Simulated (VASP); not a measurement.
Write the native input for VASP 6.6.1 that does the following.

- Task: relaxation of shape and atoms at fixed volume
- Functional: PBEsol
- Potentials or basis: VASP PAW PBE potentials, release 64 (Si)
- Cutoff: 600 eV
- k mesh: 18 × 18 × 8
- Occupations: methfessel-paxton, width 0.1 eV
- Spin: no spin polarisation
- Further INCAR settings: ALGO = Fast; EDIFF = 1e-07; IBRION = 2; EDIFFG = -0.01; NSW = 40; ISIF = 4

The structure of Si lies in POSCAR:

```
Si                                      
1.0
    2.7222271187      0.0000000000      0.0000000000
   -1.3611135593      2.3575178397      0.0000000000
    0.0000000000      0.0000000000      4.6111027159
  Si            
     2
Direct
     0.3333333300000021    0.6666666699999979    0.2500000000000000
     0.6666666699999979    0.3333333300000021    0.7500000000000000
```

This isn't the form of Si at room conditions, which is diamond.

The cell isn't the ideal one: a relaxed cell with its volume scaled by 1.06.

One way to write it, as run:

INCAR

```
PREC = Accurate
ENCUT = 600
EDIFF = 1E-7
ISMEAR = 1
SIGMA = 0.1
LREAL = F
LASPH = T
NELM = 80
ALGO = Fast
ISIF = 4
LWAVE = F
LCHARG = F
GGA = PS
IBRION = 2
NSW = 40
EDIFFG = -0.01
```

KPOINTS

```
regular mesh
0
Gamma
  18 18 8
```

Potentials or basis: VASP PAW PBE potentials, release 64 (Si).

The run is started by

```console
$ cat potpaw_PBE.64/Si/POTCAR > POTCAR
$ mpirun -np 1 vasp_std > vasp.out
```

It gave:

```json
{
  "Pressure after relaxing": "-4.9 GPa",
  "Band gap on the k mesh": "none (metal or under the smearing width)"
}
```

Caveat: the relaxation stopped at its first step, so nothing moved; the PAW data sets were made with another functional, which shifts forces and pressure a little.

Wall time 25 s on 1 thread of Intel(R) Xeon(R) Platinum 8488C (Sapphire Rapids), on a shared host, peak memory 0.18 GiB.
